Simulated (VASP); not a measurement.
# InP (F-43m) in VASP: further runs, part 2 of 2

VASP 6.6.1.

**3. G0W0 quasiparticle levels, PBE**

POSCAR reads:

```
InP
1.0
    0.0000000000      2.9305000000      2.9305000000
    2.9305000000      0.0000000000      2.9305000000
    2.9305000000      2.9305000000      0.0000000000
In P
1 1
Direct
    0.0000000000      0.0000000000      0.0000000000
    0.7500000000      0.7500000000      0.7500000000
```

INCAR.step1 reads:

```
SYSTEM = InP
  PREC = Accurate
  ENCUT = 450
  EDIFF = 1E-8
  ISMEAR = 0
  SIGMA = 0.01
  LREAL = .False.
  LASPH = .True.
  NELM = 60
  ALGO = Fast
  LWAVE = .True.
  LCHARG = .False.
  GGA = PE
```

INCAR.step2 reads:

```
SYSTEM = InP
  PREC = Accurate
  ENCUT = 450
  EDIFF = 1E-8
  ISMEAR = 0
  SIGMA = 0.01
  LREAL = .False.
  LASPH = .True.
  NELM = 1
  ALGO = Exact
  LWAVE = .True.
  LCHARG = .False.
  GGA = PE
  NBANDS = 69
  LOPTICS = .True.
  ISTART = 1
```

INCAR.step3 reads:

```
SYSTEM = InP
  PREC = Accurate
  ENCUT = 450
  EDIFF = 1E-8
  ISMEAR = 0
  SIGMA = 0.01
  LREAL = .False.
  LASPH = .True.
  ALGO = EVGW0
  LWAVE = .False.
  LCHARG = .False.
  GGA = PE
  NELMGW = 1
  NBANDS = 69
  ENCUTGW = 150
  NOMEGA = 12
  PRECFOCK = Fast
  ISTART = 1
  NBANDSGW = 17
```

KPOINTS reads:

```
Automatic mesh
0
Gamma
  3 3 3
  0 0 0
```

Potentials or basis: VASP PAW PBE potentials, release 64 (In_d_GW, P_GW).

Run with:

```
$ cat potpaw_PBE.64/In_d_GW/POTCAR potpaw_PBE.64/P_GW/POTCAR > POTCAR
$ cp INCAR.step1 INCAR
$ mpirun -np 1 vasp_std > vasp.out
$ cp INCAR.step2 INCAR
$ mpirun -np 1 vasp_std > vasp.out
$ cp INCAR.step3 INCAR
$ mpirun -np 1 vasp_std > vasp.out
```

OUTCAR:

```text
SYSTEM = InP
   PREC = Accurate
   ENCUT = 450
   EDIFF = 1E-8
   ISMEAR = 0
   LREAL = .False.
   LASPH = .True.
   GGA = PE
   NELMGW = 1
   ENCUTGW = 150
   PRECFOCK = Fast
   ISTART = 1

 Found      4 irreducible k-points:

 Following reciprocal coordinates:
            Coordinates               Weight
  0.000000  0.000000  0.000000      1.000000
  0.333333  0.000000  0.000000      8.000000
  0.333333  0.333333  0.000000      6.000000
 -0.333333  0.333333  0.000000     12.000000
   k-points           NKPTS =      4   k-points in BZ     NKDIM =     27   number of bands    NBANDS=     69
   number of dos      NEDOS =    301   number of ions     NIONS =      2
   total plane-waves  NPLWV =  27000
   dimension x,y,z NGX =    30 NGY =   30 NGZ =   30
   dimension x,y,z NGXF=    60 NGYF=   60 NGZF=   60
   ions per type =               1   1
   NGX,Y,Z   is equivalent  to a cutoff of  12.03, 12.03, 12.03 a.u.
   NGXF,Y,Z  is equivalent  to a cutoff of  24.07, 24.07, 24.07 a.u.
 SYSTEM =  InP
   PREC   = accura    normal or accurate (medium, high low for compatibility)
   ISTART =      1    job   : 0-new  1-cont  2-samecut
   ICHARG =      0    charge: 1-file 2-atom 10-const
   ISPIN  =      1    spin polarized calculation?
   LNONCOLLINEAR =      F non collinear calculations
   LSORBIT =      F    spin-orbit coupling
   LASPH  =      T    aspherical Exc in radial PAW
   ENCUT  =  450.0 eV  33.07 Ry    5.75 a.u.   7.17  7.17  7.17*2*pi/ulx,y,z
   NELM   =     60;   NELMIN=  2; NELMDL=  0     # of ELM steps
   EDIFF  = 0.1E-07   stopping-criterion for ELM
   LREAL  =      F    real-space projection
   EDIFFG = 0.1E-06   stopping-criterion for IOM
   NSW    =      0    number of steps for IOM
   IBRION =     -1    ionic relax: 0-MD 1-quasi-New 2-CG
   NFREE  =      0    steps in history (QN), initial steepest desc. (CG)
   ISIF   =      0    stress and relaxation
   ISYM   =      3    0-nonsym 1-usesym 2-fastsym
   POTIM  = 0.5000    time-step for ionic-motion
   TEBEG  =    0.0;   TEEND  =   0.0 temperature during run
   PSTRESS=    0.0 pullay stress
   NELECT =      18.0000    total number of electrons
   NUPDOWN=      -1.0000    fix difference up-down
   EMIN   =  10.00;   EMAX   =-10.00  energy-range for DOS
   EFERMI =   0.00;   METHOD = LEGACY
   ISMEAR =     0;   SIGMA  =   0.01  broadening in eV -4-tet -1-fermi 0-gaus
   EFERMI_NEDOS =   21; number of points for ismear=-14 and -15
   IALGO  =     38    algorithm
   IMIX   =      4    mixing-type and parameters
     AMIX     =   0.40;   BMIX     =  1.00
     AMIX_MAG =   1.60;   BMIX_MAG =  1.00
  volume/ion in A,a.u.               =      25.17       169.83
  Fermi-wavevector in a.u.,A,eV,Ry     =   1.162021  2.195901 18.371846  1.350293
  Thomas-Fermi vector in A             =   2.298587
   LORBIT       =      0    0 simple, 1 ext, 2 COOP (PROOUT), +10 PAW based schemes
   GGA     = PE    functional components
   LHFCALC =     T    Hartree Fock is set to
   PRECFOCK=fast      Normal, Fast or Accurate (Low or Medium for compatibility)
   ENCUT4O =  -1.0   cutoff for four orbital integrals eV
   NKREDX  =     1    reduce k-point grid by
   NKREDY  =     1    reduce k-point grid by
   NKREDZ  =     1    reduce k-point grid by
   AEXX    =    1.0000 exact exchange contribution
   HFSCREEN=    0.0000 screening length (either q_TF or 0.3 A-1)
   HFSCREENC=   0.0000 screening length for correlation (either q_TF or 0.3 A-1)
   ENCUTFOCK=  -1.0 apply spherical cutoff to Coloumb kernel
   IVDW    =     0    specifies the selected vdW correction
   LEPSILON=     F    determine dielectric tensor
   LRPA    =     F    only Hartree local field effects (RPA)
   LRPAFORCE           =     F    calculate RPA forces
   ENCUTGW             = 150.0    cutoff for response function in eV
   ENCUTGWSOFT         = 120.0    soft cutoff for Coulomb kernel in GW response function in eV
   ENCUTLF             =  -1.0    cutoff for local field effects
   NELMGW              =     1    number of iterations in solving QP/BSE equation
   NELMHF              =     1    number of iterations in the inner HF iteration
   NKREDLFX            =     1    NKREDLFY  =   1   NKREDLFZ  =   1
 non-spin polarized calculation
 Gauss-broadening in eV      SIGMA  =   0.01
  energy-cutoff  :      450.00
  volume of cell :       50.33
 maximum number of plane-waves:      1113
 NGX is ok and might be reduce to    30
  NGX = 16; NGY = 16; NGZ = 16
   NGX = 15   NGY = 15   NGZ = 15
 maximum number of plane-waves:       220

 QP shifts <psi_nk| G(iteration)W_0 |psi_nk>: iteration 1
 for sc-GW calculations column KS-energies equals QP-energies in previous step
 and V_xc(KS)=  KS-energies - (<T + V_ion + V_H > + <T+V_H+V_ion>^1  + <V_x>^1)

 k-point   1 :       0.0000    0.0000    0.0000
  band No.  KS-energies  QP-energies   sigma(KS)   V_xc(KS)     V^pw_x(r,r')   Z            occupation Imag(sigma)

      1     -10.2935     -12.3910     -19.4578     -16.5971     -25.3299       0.7332       2.0000       0.7262
      2     -10.2935     -12.3910     -19.4578     -16.5971     -25.3299       0.7332       2.0000       0.7262
      3     -10.2935     -12.3910     -19.4578     -16.5971     -25.3299       0.7332       2.0000       0.7262
      4     -10.1478     -12.2578     -19.5702     -16.6818     -25.3438       0.7305       2.0000       0.6903
      5     -10.1478     -12.2578     -19.5702     -16.6818     -25.3438       0.7305       2.0000       0.6903
      6      -7.4964      -7.9937     -12.0134     -11.2913     -18.2327       0.6886       2.0000      -0.1330
[... 9 lines left out ...]
     16      13.3901      13.6934      -9.8184     -10.2237      -4.5789       0.7482       0.0000      -0.7857
     17      15.1508      15.1719      -7.5159      -7.5435      -2.2265       0.7655       0.0000      -0.7666

 k-point   2 :       0.3333    0.0000    0.0000
  band No.  KS-energies  QP-energies   sigma(KS)   V_xc(KS)     V^pw_x(r,r')   Z            occupation Imag(sigma)

      1     -10.3781     -12.3816     -19.1758     -16.4128     -25.1399       0.7251       2.0000       0.6824
      2     -10.2620     -12.3600     -19.4885     -16.6274     -25.3501       0.7333       2.0000       0.7243
      3     -10.2620     -12.3600     -19.4885     -16.6274     -25.3501       0.7333       2.0000       0.7243
      4     -10.1408     -12.2462     -19.5749     -16.6930     -25.3595       0.7306       2.0000       0.6911
      5     -10.1408     -12.2462     -19.5749     -16.6930     -25.3595       0.7306       2.0000       0.6911
      6      -6.3725      -6.8708     -12.5234     -11.8029     -18.3662       0.6917       2.0000      -0.3253
[... 9 lines left out ...]
     16      13.0533      13.2794      -9.3927      -9.6878      -4.1946       0.7663       0.0000      -0.7746
     17      17.8490      18.1802      -9.0468      -9.4725      -3.1524       0.7781       0.0000      -0.9794

 k-point   3 :       0.3333    0.3333    0.0000
  band No.  KS-energies  QP-energies   sigma(KS)   V_xc(KS)     V^pw_x(r,r')   Z            occupation Imag(sigma)
[... 259 lines left out ...]
      1     -13.0993     -13.1362     -19.0893       5.9396     -25.1036       0.7312       2.0000       0.7538
      2     -12.9993     -13.0360     -19.5191       6.4700     -25.4095       0.7376       2.0000       0.7766
      3     -12.9993     -13.0360     -19.5191       6.4700     -25.4095       0.7376       2.0000       0.7766
      4     -12.9831     -13.0213     -19.4672       6.4319     -25.2746       0.7311       2.0000       0.7141
      5     -12.9229     -12.9609     -19.5650       6.5903     -25.3767       0.7331       2.0000       0.7214
      6      -6.6977      -6.7109     -12.6125       5.8959     -18.3061       0.6973       2.0000      -0.4519
[... 9 lines left out ...]
     16      17.5612      17.5615      -8.4247      25.9863      -2.7486       0.7779       0.0000      -0.8382
     17      18.6144      18.6148     -10.0041      28.6190      -3.7866       0.7708       0.0000      -1.2156

 k-point   4 :      -0.3333    0.3333    0.0000
  band No. old QP-enery  QP-energies   sigma(KS)   T+V_ion+V_H  V^pw_x(r,r')   Z            occupation Imag(sigma)

      1     -13.0723     -13.1091     -19.0559       5.9332     -25.0946       0.7310       2.0000       0.7516
      2     -13.0135     -13.0504     -19.4758       6.4122     -25.3601       0.7362       2.0000       0.7672
      3     -12.9954     -13.0322     -19.5200       6.4747     -25.4093       0.7377       2.0000       0.7771
      4     -12.9584     -12.9963     -19.5067       6.4966     -25.3238       0.7319       2.0000       0.7187
      5     -12.9353     -12.9733     -19.5425       6.5554     -25.3551       0.7326       2.0000       0.7199
      6      -5.9117      -5.9243     -13.1026       7.1728     -18.6365       0.6939       2.0000      -0.6274
[... 9 lines left out ...]
     16      17.3989      17.3993      -8.8483      26.2477      -3.0451       0.7648       0.0000      -0.8852
     17      18.3389      18.3395      -9.2455      27.5852      -3.1821       0.7597       0.0000      -1.0817
```

Wall time 1.9 min (1 thread of Intel Xeon Platinum 8488C (Sapphire Rapids), shared host); peak memory 0.32 GiB.

The run converged, but some of its settings lie outside the range that counts as converged, so its numbers aren't taken as properties of the crystal.

Results:

| Property | Result |
| --- | --- |
| Band gap on the k mesh, mean-field level | 0.67 eV, direct |
| Quasiparticle gap | 1.31 eV |

Caveat: the k mesh is coarse (spacing up to 0.62 Å⁻¹), so the values aren't converged; bands, screening cutoff and mesh are small and nothing is extrapolated, so the quasiparticle values aren't converged; the log holds further tables after the one-shot step; the gap given is that of the first; spin-orbit coupling is left out, which moves the levels of the heavy elements.

**4. How close it comes**

Step 2. Measured gap of InP: 1.4236 eV (direct; 1.6 K; a printed reference work, data compilation). This calculation gives 0.70 eV (-0.72 eV). Spin-orbit coupling on In is left out. The value is that of AM05, without temperature or zero-point motion. Semilocal functionals fall short of measured gaps as a rule.
